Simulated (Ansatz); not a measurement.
Runs of Ansatz 0.2.0 on AlFe. The structure is cubic, space group Pm-3m (No. 221). The conventional cell has a = 2.910 Å, b = 2.910 Å, c = 2.910 Å, α = 90.00°, β = 90.00°, γ = 90.00°. Around Fe (site symmetry m-3m) lie 8 Al at 2.52 Å. Al (site symmetry m-3m) has 8 Fe at 2.52 Å as nearest neighbours. 

| cell | target pressure (GPa) | gap on the mesh (eV) | pressure (GPa) | moment (μB) |
| --- | --- | --- | --- | --- |
| relaxed to 30 GPa | 30 | none | 30.0 | 0.37 |
| relaxed to 2 GPa | 2 | none | 2.0 | 0.59 |
| relaxed to 20 GPa | 20 | none | 20.0 | (b) |
| relaxed | 0 | none | 0.0 | (a) |
| relaxed to 5 GPa | 5 | none | 5.0 | 0.58 |
| relaxed to 10 GPa | 10 | none | 10.0 | 0.54 |

Alike in all rows: task relaxation of cell and atoms; level PBEsol; potentials or basis Ansatz PAW; spin collinear, ferromagnetic start; k mesh 9 × 9 × 9; cutoff (eV) 420; smearing fermi-dirac 0.05 eV.

Problem. Estimate the missing entries.

Solution. (a) 0.60; (b) 0.46.

Caveats: the plane-wave basis is chosen anew once the cell has moved, so the energies of steps on either side of that aren't comparable; the PAW data sets come from PBE, with cores solved anew for the run's functional, which leaves a small shift of forces and pressure.

A gap of «none» marks a metal or a gap under the smearing width.
